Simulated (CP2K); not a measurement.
Wanted: the native input for a CP2K 2026.2 run.

| Item | Value |
| --- | --- |
| Task | single point |
| Functional | PBE |
| Potentials or basis | POTENTIAL_UZH Ti GTH-PBE-q12, O GTH-PBE-q6; TZVP-MOLOPT-PBE-GTH basis |
| Density cutoff | 8163 eV |
| k mesh | 6 × 6 × 9 |
| Occupations | gaussian, width 0.014 eV |
| Spin | no spin polarisation |
| SCF solver | diagonalisation with k points |
| Quickstep method | GPW |
| EPS_DEFAULT | 1.0E-10 |
| EPS_SCF | 1.0E-6 |
| MAX_SCF | 100 |
| SCF_GUESS | ATOMIC |
| k points reduced by the point group | yes |
| Mesh centred on Gamma | yes |
| CHOLESKY | OFF |
| EPS_EIGVAL | 1.0E-7 |
| MIXING METHOD | BROYDEN_MIXING |
| MIXING ALPHA | 0.4 |
| NBUFFER | 8 |
| NGRIDS | 4 |
| Basis sets | Ti TZVP-MOLOPT-PBE-GTH-q12, O TZVP-MOLOPT-PBE-GTH-q6 |
| Potentials | Ti GTH-PBE-q12 of POTENTIAL_UZH, O GTH-PBE-q6 of POTENTIAL_UZH |
| ADDED_MOS | [24] |
| REL_CUTOFF (Ry) | 60 Ry |
| MIXING BETA (1/bohr) | 1.5 1/bohr |
| CUTOFF of the grids | 600 Ry |

Crystal: TiO2.

```xyz
6
Lattice="4.5998 0.0000 0.0000 0.0000 4.5998 0.0000 0.0000 0.0000 2.9592" Properties=species:S:1:pos:R:3 pbc="T T T"
Ti    0.0000    0.0000    1.4796
Ti    2.2999    2.2999    0.0000
O     1.3998    1.3998    1.4796
O     0.9001    3.6997    0.0000
O     3.6997    0.9001    0.0000
O     3.2000    3.2000    1.4796
```

The cell is a database's computed one.

One way to write it, as run:

tio2_scf.inp

```
&GLOBAL
  PROJECT tio2_scf
  RUN_TYPE ENERGY_FORCE
  PRINT_LEVEL LOW
&END GLOBAL
&FORCE_EVAL
  METHOD QS
  STRESS_TENSOR ANALYTICAL
  &DFT
    BASIS_SET_FILE_NAME BASIS_MOLOPT_UZH
    POTENTIAL_FILE_NAME POTENTIAL_UZH
    &MGRID
      CUTOFF 600
      REL_CUTOFF 60
      NGRIDS 4
    &END MGRID
    &QS
      METHOD GPW
      EPS_DEFAULT 1.0E-10
    &END QS
    &KPOINTS
      SCHEME MONKHORST-PACK 6 6 9
      GAMMA_CENTERED T
      SYMMETRY T
      SYMMETRY_BACKEND SPGLIB
    &END KPOINTS
    &SCF
      SCF_GUESS ATOMIC
      EPS_SCF 1.0E-6
      MAX_SCF 100
      ADDED_MOS 24
      CHOLESKY OFF
      EPS_EIGVAL 1.0E-7
      &DIAGONALIZATION ON
        ALGORITHM STANDARD
      &END DIAGONALIZATION
      &MIXING ON
        METHOD BROYDEN_MIXING
        ALPHA 0.4
        BETA 1.5
        NBUFFER 8
      &END MIXING
      &SMEAR ON
        METHOD GAUSSIAN
        SIGMA [eV] 0.014
      &END SMEAR
    &END SCF
    &XC
      &XC_FUNCTIONAL
        &GGA_X_PBE
        &END GGA_X_PBE
        &GGA_C_PBE
        &END GGA_C_PBE
      &END XC_FUNCTIONAL
    &END XC
    &PRINT
      &KPOINTS ON
      &END KPOINTS
      &MULLIKEN ON
      &END MULLIKEN
      &MO ON
        ENERGIES T
        OCCUPATION_NUMBERS T
        &EACH
          QS_SCF 0
        &END EACH
        ADD_LAST NUMERIC
      &END MO
      &LOWDIN ON
      &END LOWDIN
      &HIRSHFELD ON
        SHAPE_FUNCTION DENSITY
      &END HIRSHFELD
    &END PRINT
  &END DFT
  &SUBSYS
    &CELL
      A 4.5998373239 0.0000000000 0.0000000000
      B 0.0000000000 4.5998373239 0.0000000000
      C 0.0000000000 0.0000000000 2.9592135600
      PERIODIC XYZ
    &END CELL
    &COORD
      SCALED
      Ti  0.0000000000 0.0000000000 0.5000000000
      Ti  0.5000000000 0.5000000000 0.0000000000
      O   0.3043213200 0.3043213200 0.5000000000
      O   0.1956786800 0.8043213200 0.0000000000
      O   0.8043213200 0.1956786800 0.0000000000
      O   0.6956786800 0.6956786800 0.5000000000
    &END COORD
    &KIND Ti
      BASIS_SET TZVP-MOLOPT-PBE-GTH-q12
      POTENTIAL GTH-PBE-q12
    &END KIND
    &KIND O
      BASIS_SET TZVP-MOLOPT-PBE-GTH-q6
      POTENTIAL GTH-PBE-q6
    &END KIND
    &PRINT
      &ATOMIC_COORDINATES ON
      &END ATOMIC_COORDINATES
      &CELL ON
      &END CELL
    &END PRINT
  &END SUBSYS
  &PRINT
    &FORCES ON
    &END FORCES
    &STRESS_TENSOR ON
    &END STRESS_TENSOR
  &END PRINT
&END FORCE_EVAL
```

Potentials or basis: POTENTIAL_UZH Ti GTH-PBE-q12, O GTH-PBE-q6; TZVP-MOLOPT-PBE-GTH basis.

The run is started by

```sh
$ OMP_NUM_THREADS=1 cp2k.psmp -i tio2_scf.inp -o tio2_scf.out
```

It gave:

```yaml
Pressure: 5.2 GPa
Largest_force: 0.062 eV/Å
Band_gap_on_the_k_mesh: 1.80 eV, direct
Mulliken_charges: Ti +1.38; O -0.69 e
Hirshfeld_charges: Ti +0.56; O -0.28 e
```

Caveat: Mulliken charges move with the basis; an odd mesh through Γ misses points on the zone boundary, where band edges often lie; the basis of atomic orbitals isn't converged, which shifts pressures, moduli and gaps.

Run time: 81 s on 1 thread of Arm Neoverse V2, on a shared host, peak memory 0.59 GiB.
